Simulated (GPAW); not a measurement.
Runs of GPAW 26.7.0 on SnO2 (Cassiterite). The structure is tetragonal, space group P4_2/mnm (No. 136). Conventional cell: a = 4.738 Å, b = 4.738 Å, c = 3.187 Å, α = 90.00°, β = 90.00°, γ = 90.00°. Sn (site symmetry mmm) is surrounded by 6 O at 2.05 to 2.06 Å. Around O (site symmetry m2m) lie 3 Sn at 2.05 to 2.06 Å. 

```tsv
task	level	potentials or basis	spin	cell	k mesh	cutoff (eV)	eigensolver	optimizer	fmax	max steps	convergence	gap on the mesh (eV)	pressure (GPa)	largest force (eV/Å)
relaxation of cell and atoms	BLYP+D3	PAW data sets generated in the run's folder for this functional, pw	off	relaxed	4 × 4 × 5	800	davidson	LBFGS	0.02 eV/Å	40	-	0.83	0.2	0.01
phonons	LDA	PAW data sets generated in the run's folder for this functional, pw	off	atoms relaxed	6 × 6 × 8	680	-	-	-	-	density=1e-06 eigenstates=1e-09	(b)	-4.4	-
band structure	PBEint	PAW data sets generated in the run's folder for this functional, pw	SOC, no magnetisation	as given	4 × 4 × 5	800	-	-	-	-	-	1.25	5.7	0.21
band structure	MS2	GPAW PAW data sets (gpaw-data 1.2.1), pw	SOC, no magnetisation	as given	4 × 4 × 5	800	-	-	-	-	-	(a)	(c)	0.20
phonons	BLYP+D3(BJ)	PAW data sets generated in the run's folder for this functional, pw	off	relaxed	6 × 6 × 8	680	davidson	-	-	-	density=1e-06 eigenstates=1e-09	0.92	0.0	-
band structure	GLLB-SC	the program's PAW data sets (release 1.2.1) made for this functional, pw	off	as given	4 × 4 × 5	800	-	-	-	-	-	3.41	-	-
```

Alike in all rows: smearing fermi-dirac 0.05 eV.

Task: Estimate the missing entries.

Result: (a) 1.68; (b) 1.14; (c) 3.2.

Caveats: spin-orbit coupling is left out, which moves the levels of the heavy elements (some runs); the cutoff is short for stress and forces, so pressures can be off by a GPa or more (some runs); the LO-TO splitting is left out (some runs); spin-orbit coupling was added after a scalar SCF, so levels and gaps hold it while energy, forces, pressure and moments don't (some runs); this program's spin-orbit splittings come out too wide for heavy elements (some runs); later steps reuse the first step's grids (some runs); the cell is more than 3 GPa from zero pressure, which shifts response properties (some runs).

A k mesh can miss the band edges, and rows without SOC leave out spin-orbit coupling on Sn.

Runs at the PBE level aren't shown here.
